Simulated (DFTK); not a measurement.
**NiO under changes of volume**

One of the cells (9.076 Å³/atom); the others are scaled copies at fixed shape and fractional positions:

```
Ni O
1.0
     0.00000    2.08590    2.08590
     2.08590    0.00000    2.08590
     2.08590    2.08590    0.00000
Ni O
1 1
Cartesian
  0.0000 0.0000 0.0000
  2.0859 2.0859 2.0859
```

| Property | Result |
| --- | --- |
| Program | DFTK 0.8.2 |
| Functional | r2SCAN |
| Potentials or basis | in-house norm-conserving set (r2SCAN, scalar relativistic) |
| Cutoff | 1388 eV |
| k mesh | 7 × 7 × 7 |
| Occupations | fermi-dirac, width 0.05 eV |
| Spin | collinear spin, ferromagnetic start |
| Starting moments | [1.0, 0.0] μB |

```csv
volume (Å³/atom),energy over the lowest point (meV/atom),pressure (GPa),gap on the mesh (eV)
8.531,32.53,17.9,0.65
8.713,15.56,12.0,0.73
8.894,?,?,?
9.076,0.00,2.0,0.87
9.257,0.17,-2.3,0.93
9.439,4.93,-6.1,0.99
9.620,13.79,-9.6,1.04
```

**Question.** What does the run at 8.894 Å³/atom give?

**Answer.** Energy over the lowest point 4.93 meV/atom; pressure 6.7 GPa; gap on the mesh 0.80 eV.

Worked out: A Birch-Murnaghan fit of order 3 (a polynomial in V^(-2/3)) to the other rows has its minimum at 9.16 Å³/atom with B0 = V·E''(V) = 216 GPa and B' = 4.3. It gives 4.97 meV/atom at 8.894 Å³/atom, against the run's 4.93, and -dE/dV = 6.8 GPa, against 6.7. A parabola through the other rows of the gap, of slope 3.43 eV per unit of ln V there, gives 0.80 eV, against the run's 0.80.

Energies are extrapolated to zero smearing.

Caveats: an odd mesh through Γ misses points on the zone boundary, where band edges often lie; a cell with one magnetic atom can't hold antiferromagnetic order, which such compounds often take.
